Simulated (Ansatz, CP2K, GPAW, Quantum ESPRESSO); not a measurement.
## Cost and result for the equilibrium volume of BaZrO3

```cif
data_structure
_symmetry_space_group_name_H-M 'P 1'
_symmetry_Int_Tables_number 1
_cell_length_a 4.1913
_cell_length_b 4.1913
_cell_length_c 4.1913
_cell_angle_alpha 90.000
_cell_angle_beta 90.000
_cell_angle_gamma 90.000
_cell_volume 73.63
loop_
_atom_site_label
_atom_site_type_symbol
_atom_site_fract_x
_atom_site_fract_y
_atom_site_fract_z
_atom_site_occupancy
Ba1 Ba 0.00000 0.00000 0.00000 1
Zr1 Zr 0.50000 0.50000 0.50000 1
O1 O 0.50000 0.50000 0.00000 1
O2 O 0.50000 0.00000 0.50000 1
O3 O 0.00000 0.50000 0.50000 1
```

```tsv
rung	level	program and potentials	cutoff (eV)	k mesh	smearing	core time	chip	equilibrium volume (Å³/atom)	miss	notes
GGA	PBEsol	Quantum ESPRESSO, GBRV 1.5 PBEsol	612	6 × 6 × 6	fermi-dirac 0.05	3.7 min	Intel Xeon 6975P-C Granite Rapids	14.67	-0.5 %	-
GGA	PBEsol	Ansatz, all-electron LAPW, scalar-relativistic	-	6 × 6 × 6	fermi-dirac 0.05	3.8 min	Arm Neoverse V2	(a)	?	-
LDA	LDA	GPAW, the program's PAW data sets (release 1.2.1) made for this functional	800	6 × 6 × 6	fermi-dirac 0.05	4.3 min	Arm Neoverse V2	14.20	-3.7 %	-
GGA	PBE	GPAW, GPAW PAW data sets (gpaw-data 1.2.1)	800	6 × 6 × 6	fermi-dirac 0.05	4.5 min	Arm Neoverse V2	15.09	+2.4 %	-
LDA	LDA	Quantum ESPRESSO, GBRV 1.5 LDA	612	6 × 6 × 6	fermi-dirac 0.05	12 min	AMD EPYC 7571	(b)	?	-
LDA	LDA	CP2K, GTH_POTENTIALS Ba GTH-PADE-q10, Zr GTH-PADE-q12, O GTH-PADE-q6; TZVP-MOLOPT-PBE-GTH basis	-	6 × 6 × 6	fermi-dirac 0.05	26 min	Intel Xeon Platinum 8488C Sapphire Rapids	14.30	-3.0 %	atomic basis
GGA	PBEsol	CP2K, POTENTIAL_UZH Ba GTH-PBE-q10, Zr GTH-PBE-q12, O GTH-PBE-q6; TZVP-MOLOPT-PBE-GTH basis	-	6 × 6 × 6	fermi-dirac 0.05	57 min	Arm Neoverse N1	14.84	+0.7 %	atomic basis; potentials made for PBE
```

Times are single runs on shared hosts and different chips, so they are rough; meshes, cutoffs and the tasks' sizes weigh on the time. Task: equation of state. All rows: no spin polarisation. Smearing widths are in eV. Meshes are those of the run's cell of 5 atoms unless a note names another. Misses use the values as printed. Runs on faulty files, with rough fits or with known faults for this quantity aren't shown. No row holds spin-orbit coupling.

Measured: 14.74 Å³/atom at 300 K (a printed reference work). The runs are for a static lattice.

Problem. Estimate the values left out from the other rows.

Solution. (a) 14.61 Å³/atom, miss -0.9 %; (b) 14.34 Å³/atom, miss -2.7 %.
